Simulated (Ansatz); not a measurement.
input.yaml

```yaml
crystal:
  lattice:
    - [0.0, 2.9241640519, 2.9241640519]
    - [2.9241640519, 0.0, 2.9241640519]
    - [2.9241640519, 2.9241640519, 0.0]
  atoms:
    - { symbol: Ag, position: [0.0, 0.0, 0.0] }
    - { symbol: Cl, position: [0.75, 0.75, 0.75] }
basis:
  ecutwfc: 420
kpoints:
  mp_grid: { grid: [8, 8, 8] }
hamiltonian:
  xc: pbesol
scf:
  occupations: { method: gaussian, width: 0.02 }
output:
  forces: true
  stress: true
  eigenvalues: true
```

Run as
```bash
ansatz run input.yaml --threads 1 --pin off --max-ram 1331MiB --backend cpu --events-out ev --progress --plain --runs-dir out
```

Method: DFT PBEsol, scalar-relativistic, plane waves, PAW in Ansatz.

Abridged output (iterations and final results):

```
SCF iter   1: F=—  HF=-8583.774013 eV  |F-HF|=—  |Δ(HF+E_count)|=         —  Δρ=6.40e-3  dr2=2.28e-2  ethr=1.77e-3  ⟨swp⟩=5.9  Hψ=2571  notcnv=0
SCF iter   2: F=—  HF=-8583.767907 eV  |F-HF|=—  |Δ(HF+E_count)|=   6.11e-3  Δρ=2.06e-3  dr2=1.15e-3  ethr=8.78e-5  ⟨swp⟩=2.0  Hψ=1071  notcnv=0
SCF iter   3: F=—  HF=-8583.767696 eV  |F-HF|=—  |Δ(HF+E_count)|=   2.11e-4  Δρ=7.65e-4  dr2=1.73e-4  ethr=4.41e-6  ⟨swp⟩=2.3  Hψ=882  notcnv=0
SCF iter   4: F=—  HF=-8583.767719 eV  |F-HF|=—  |Δ(HF+E_count)|=   2.33e-5  Δρ=3.46e-4  dr2=3.42e-5  ethr=6.67e-7  ⟨swp⟩=2.0  Hψ=753  notcnv=0
SCF iter   5: F=—  HF=-8583.767740 eV  |F-HF|=—  |Δ(HF+E_count)|=   2.11e-5  Δρ=2.77e-5  dr2=3.26e-7  ethr=1.32e-7  ⟨swp⟩=2.0  Hψ=749  notcnv=0
SCF iter   6: F=-8583.767741 eV  HF=-8583.767741 eV  |F-HF|=1.67e-8  |Δ(HF+E_count)|=   9.71e-7  Δρ=5.96e-6  dr2=1.25e-8  ethr=3.85e-10  ⟨swp⟩=6.2  Hψ=2208  notcnv=0
SCF 1 converged in 6 iterations: F = -8583.767741 eV  dr2 = 1.25e-8
SCF converged after 6 iterations
Free energy (F): -8583.767741 eV
Harris-Foulkes:  -8583.767741 eV  (|F-HF|=1.67e-8)
Internal energy: -8583.767741 eV  (E = F + TS)
E sigma→0 (E₀):  -8583.767741 eV
Fermi energy:    6.556013 eV
--- Per-component energies (eV) ---
  E_band       = -415.906863
  E_kinetic    = 689.216361
  E_local      = -3635.124541  (includes V_loc(G=0)·N_el)
  E_nonlocal   = 115.033451
  E_hartree    = 1590.562656
  E_xc         = -287.541497
  E_vxc        = -352.928814  (∫ρ·V_xc dr)
  E_paw        = -4479.509281  (= ΣΔE_a)
  E_vpaw       = -413.234869  (= ΣTr[D̂ρ^β])
  E_aug_tail   = 0.000390  (compensation charges beyond the density's cutoff)
  E_ewald      = -2576.806451
  E_core_change = 0.401171  (= ΣΔE_core)
  E_smearing   =  0.000000  (= −TS)
--- Forces (eV/Å), atoms counted from 1 ---
  atom   1  Ag     0.00000000     0.00000000     0.00000000
  atom   2  Cl     0.00000000     0.00000000     0.00000000
--- Stress (GPa, compression-positive) ---
        0.798090       0.000000       0.000000
        0.000000       0.798090       0.000000
        0.000000       0.000000       0.798090
  P = ⅓ Tr σ = 0.7981 GPa (7.981 kbar)
--- Band table (eV; the first three rows and the last of 29) ---
  k-point 0: bands = ["-83.7144", "-47.2719", "-47.2719", "-47.2719", "-9.2141", "1.4647", "1.4647", "1.4647", "3.6334", "3.6334", "6.0501", "6.0501", "6.0501", "7.0615", "13.8792", "13.8792", "13.8792"]
  k-point 1: bands = ["-83.7143", "-47.2721", "-47.2720", "-47.2720", "-9.1814", "1.4121", "1.4983", "1.4983", "3.6275", "3.6275", "5.5792", "5.9646", "5.9646", "7.6324", "13.4228", "14.0346", "14.0346"]
  k-point 2: bands = ["-83.7143", "-47.2727", "-47.2720", "-47.2720", "-9.1016", "1.3319", "1.5770", "1.5770", "3.6333", "3.6333", "4.8117", "5.7454", "5.7454", "8.6099", "12.7676", "14.2858", "14.2858"]
  k-point 28: bands = ["-83.7143", "-47.2731", "-47.2728", "-47.2725", "-8.9137", "1.4631", "1.6422", "2.0520", "3.5537", "3.8968", "3.9541", "4.0697", "4.9045", "11.7269", "11.9522", "13.8213", "14.4045"]
```

The calculation finished and met its thresholds.